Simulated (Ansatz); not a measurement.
The structure comes from a relaxation in the same program, started in the rocksalt type, and has space group Fm-3m. Whether it is a known phase or the ground state wasn't checked.

Input and log of a run on TaC: DFT, PBE, all-electron LAPW, scalar-relativistic (Ansatz 0.2.0).

```yaml
crystal:
  lattice:
    - [0.0, 2.2378527392, 2.2378527392]
    - [2.2378527392, 0.0, 2.2378527392]
    - [2.2378527392, 2.2378527392, 0.0]
  atoms:
    - { symbol: Ta, position: [0.0, 0.0, 0.0] }
    - { symbol: C, position: [0.5, 0.5, 0.5] }
kpoints:
  mp_grid: { grid: [14, 14, 14] }
  band_path:
    path:
      - [0.0, 0.0, 0.0]
      - [0.5, 0.0, 0.5]
      - [0.625, 0.25, 0.625]
      - [0.375, 0.375, 0.75]
      - [0.0, 0.0, 0.0]
      - [0.5, 0.5, 0.5]
      - [0.5, 0.25, 0.75]
      - [0.5, 0.0, 0.5]
    npoints: 8
scf:
  occupations: { method: fermi_dirac, width: 0.03 }
hamiltonian:
  xc: pbe
  pseudopotentials: { kind: all_electron, lapw: { basis_error: 0.00025 } }
output:
  forces: true
  stress: true
  eigenvalues: true
  fatbands: true
  populations: true
  dos: { projected: true, de: 0.2, e_range: [-14, 8] }
```

What the program printed:

```
Ta: projections on atomic orbitals take those of the free atom 1s2 2s2 2p6 3s2 3p6 3d10 4s2 4p6 4d10 4f14 5s2 5p6 5d3 6s2, of charge +0.00 (hamiltonian.pseudopotentials.projection_atoms)
C: projections on atomic orbitals take those of the free atom 1s2 2s2 2p2, of charge +0.00 (hamiltonian.pseudopotentials.projection_atoms)
LAPW: plane waves up to 9.989 Å⁻¹, error target 2.5e-4 eV per atom; small_component_spin mean_spin; C in spheres of 0.925 Å, 6 of its electrons in bands, Dirac shells []; Ta in spheres of 1.313 Å, 43 of its electrons in bands, Dirac shells []
Engine: ansatz 0.2.0
Pseudopotentials: kind: all_electron
Pseudopotential: Ta, LAPW, valence charge 43, Koelling and Harmon's equation, gaussian nucleus
Pseudopotential: C, LAPW, valence charge 6, Koelling and Harmon's equation, gaussian nucleus
Functional definition: PBE
  parameter kappa = 0.804
  parameter beta = 0.06672455060314922
  exchange = pbe_x(kappa = kappa, mu = beta*pi^2/3)
  correlation = pbe_c(beta = beta)
Crystal: 2 atoms, lattice volume = 22.414 Å³
Basis set: ecut = 380.1938597408821 eV, 339 PW (Γ), exchange–correlation at level 2
Bands: 30, of which v1, the nominal top of the filled ones, is band 25 counted from 1 (24 counted from 0)
Symmetry: 48 space group operations
Space group: Fm-3m (ITA 225), of the structure as read, at distance tolerance 2.8e-5 Å
k-points: 104 of 2744
Non-local potential: Ta, projectors of the file, none
Non-local potential: C, projectors of the file, none
Initial density: superposition of atomic densities (chi_scale 0.1, normalization cell, long waves kept (reshape's long-wave potential 0.00 eV rms))
Initial wavefunctions: plane waves of lowest kinetic energy (no species holds an atomic orbital)
Functional: x = pbe(κ = 0.804, μ = 0.2195149727645171), c = pbe(β = 0.06672455060314922)
iter 1 solved again at ethr=1.13e-2 eV; its pass at ethr=1.00e-1 eV (dr2=5.53e0 eV) is discarded
SCF iter   1: F=—  HF=-425609.209119 eV  |F-HF|=—  |Δ(HF+E_count)|=         —  Δρ=1.37e-1  dr2=5.53e0  ethr=1.13e-2  ⟨swp⟩=2.0  Hψ=18883  notcnv=0
preconditioner: auto → Kerker (q_TF=auto, 3.108 Å⁻¹)  [metal: Δε(μ)=0.008 eV  Ē_g=23.256 eV  σ=0.030 eV  W_gap=0.07  n_scr=14 (ndim 8)  ℏωp=42.2 eV  f_vac=0.000  D(μ)=1.20/eV (n_scr^D=14)]
iter 2 solved again at ethr=5.94e-4 eV; its pass at ethr=1.13e-2 eV (dr2=2.91e-1 eV) is discarded
SCF iter   2: F=—  HF=-425607.189652 eV  |F-HF|=—  |Δ(HF+E_count)|=    2.02e0  Δρ=3.24e-2  dr2=2.91e-1  ethr=5.94e-4  ⟨swp⟩=2.0  Hψ=15965  notcnv=0
SCF iter   3: F=—  HF=-425607.178273 eV  |F-HF|=—  |Δ(HF+E_count)|=         —  Δρ=2.91e-2  dr2=2.61e-1  ethr=5.93e-4  ⟨swp⟩=2.0  Hψ=9536  notcnv=0
the basis was enlarged: its passes take 657.2 KiB over the memory plan, 1 of 1 planned eigensolver slots
SCF iter   4: F=—  HF=-425607.186660 eV  |F-HF|=—  |Δ(HF+E_count)|=   8.39e-3  Δρ=1.33e-2  dr2=5.43e-2  ethr=5.33e-4  ⟨swp⟩=2.0  Hψ=8823  notcnv=0
SCF iter   5: F=—  HF=-425607.152212 eV  |F-HF|=—  |Δ(HF+E_count)|=   3.44e-2  Δρ=3.19e-3  dr2=1.72e-3  ethr=1.11e-4  ⟨swp⟩=2.3  Hψ=9650  notcnv=0
SCF iter   6: F=—  HF=-425607.152231 eV  |F-HF|=—  |Δ(HF+E_count)|=   1.95e-5  Δρ=1.23e-3  dr2=4.70e-4  ethr=3.52e-6  ⟨swp⟩=2.0  Hψ=9197  notcnv=0
SCF iter   7: F=—  HF=-425607.152164 eV  |F-HF|=—  |Δ(HF+E_count)|=   6.74e-5  Δρ=3.84e-4  dr2=3.37e-5  ethr=9.59e-7  ⟨swp⟩=2.0  Hψ=9203  notcnv=0
SCF iter   8: F=—  HF=-425607.152167 eV  |F-HF|=—  |Δ(HF+E_count)|=   3.29e-6  Δρ=1.44e-4  dr2=5.54e-6  ethr=6.87e-8  ⟨swp⟩=2.0  Hψ=9200  notcnv=0
SCF iter   9: F=—  HF=-425607.152165 eV  |F-HF|=—  |Δ(HF+E_count)|=   2.11e-6  Δρ=4.31e-5  dr2=4.49e-7  ethr=1.13e-8  ⟨swp⟩=2.4  Hψ=9336  notcnv=0
SCF iter  10: F=-425607.152165 eV  HF=-425607.152165 eV  |F-HF|=1.26e-8  |Δ(HF+E_count)|=   4.35e-8  Δρ=9.66e-6  dr2=2.03e-8  ethr=9.17e-10  ⟨swp⟩=2.4  Hψ=9341  notcnv=0
SCF 1 converged in 10 iterations: F = -425607.152165 eV  dr2 = 2.03e-8
NSCF: frozen V_eff on 57 k-points
SCF converged after 10 iterations
Free energy (F): -425607.152165 eV
Harris-Foulkes:  -425607.152165 eV  (|F-HF|=1.26e-8)
Internal energy: -425607.149109 eV  (E = F + TS)
E sigma→0 (E₀):  -425607.150637 eV
Entropy (-TS):   -0.003055 eV (-1.528 meV/atom)
Fermi energy:    24.852847 eV
--- Per-component energies (eV) ---
  E_band       = -4563.902421
  E_kinetic    = 474968.840069
  E_xc         = -8771.471643
  E_electrostatic = -891804.517535  (all electrons and nuclei)
  E_smearing   = -0.003055  (= −TS)
  E_closure    = 0.000000  (closes the sum)
  E_atoms      = -425587.002380  (free atoms, spherical and without spin; not in F)
  Σ components = -425607.152165   (vs F -425607.152165, Δ=0.00e0)
  Basis errors (estimates in eV, not in F): energy 8.9e-5 per atom: plane waves 8.0e-5 (4.5e-5 summed), levels above the bands 5.5e-144, relativity 9.0e-9, radial functions 9.4e-6, core shells 2.0e-7; eigenvalues (radial functions only) 9.9e-7; not estimated: angular momenta, meshes, grids; target (lapw.basis_error) 2.5e-4; muffin-tin radii C 0.925 Å, Ta 1.313 Å
--- Forces (eV/Å), atoms counted from 1 ---
  atom   1  Ta     0.00000000    -0.00000000    -0.00000000
  atom   2  C      0.00000000    -0.00000000    -0.00000000
  max |Σ_I F_I| component: 4.08e-30 eV/Å
--- Stress (GPa, compression-positive) ---
       -0.022379      -0.000000       0.000000
       -0.000000      -0.022379      -0.000000
        0.000000      -0.000000      -0.022379
  P = ⅓ Tr σ = -0.0224 GPa (-0.224 kbar)
--- Band table (eV; the first three rows and the last of 104) ---
  k-point 0: bands = ["-371.3490", "-371.3490", "-371.3490", "-241.1614", "-192.9052", "-192.9052", "-192.9052", "-192.9012", "-192.9012", "-44.0184", "-10.2926", "-10.2926", "-10.2926", "4.1857", "4.1879", "4.1879", "4.1879", "4.2321", "4.2321", "4.2321", "10.0544", "23.4626", "23.4626", "23.4626", "24.2766", "24.2766", "24.2766", "25.4145", "25.4145", "31.1381"]
  k-point 1: bands = ["-371.3490", "-371.3490", "-371.3490", "-241.1614", "-192.9052", "-192.9052", "-192.9052", "-192.9012", "-192.9012", "-44.0163", "-10.3283", "-10.2962", "-10.2962", "4.1866", "4.1876", "4.1893", "4.1893", "4.2305", "4.2305", "4.2322", "10.1953", "22.7260", "23.0947", "23.0947", "23.9316", "23.9316", "24.7082", "26.4074", "26.4074", "31.4212"]
  k-point 2: bands = ["-371.3490", "-371.3490", "-371.3490", "-241.1614", "-192.9052", "-192.9052", "-192.9052", "-192.9012", "-192.9012", "-44.0103", "-10.4270", "-10.3063", "-10.3063", "4.1850", "4.1908", "4.1933", "4.1933", "4.2260", "4.2260", "4.2324", "10.6040", "21.5192", "22.0783", "22.0783", "24.2256", "24.2256", "25.1541", "27.9515", "27.9515", "32.1272"]
  k-point 103: bands = ["-371.3490", "-371.3490", "-371.3490", "-241.1614", "-192.9052", "-192.9052", "-192.9052", "-192.9012", "-192.9012", "-43.9606", "-10.7570", "-10.6754", "-10.5398", "4.2007", "4.2023", "4.2039", "4.2089", "4.2127", "4.2128", "4.2176", "12.9605", "19.6720", "19.8125", "19.8377", "25.6871", "26.9858", "28.8027", "29.5581", "31.0546", "36.6558"]
--- Löwdin populations: 2 sites ---
  site symbol       q [e]
     0     Ta     72.1728
     1      C      6.7770
  spilling = 0.000635 (of n_electrons = 79.000000)
```

Spin polarisation is left out, and whether a magnetic state lies lower isn't shown here.
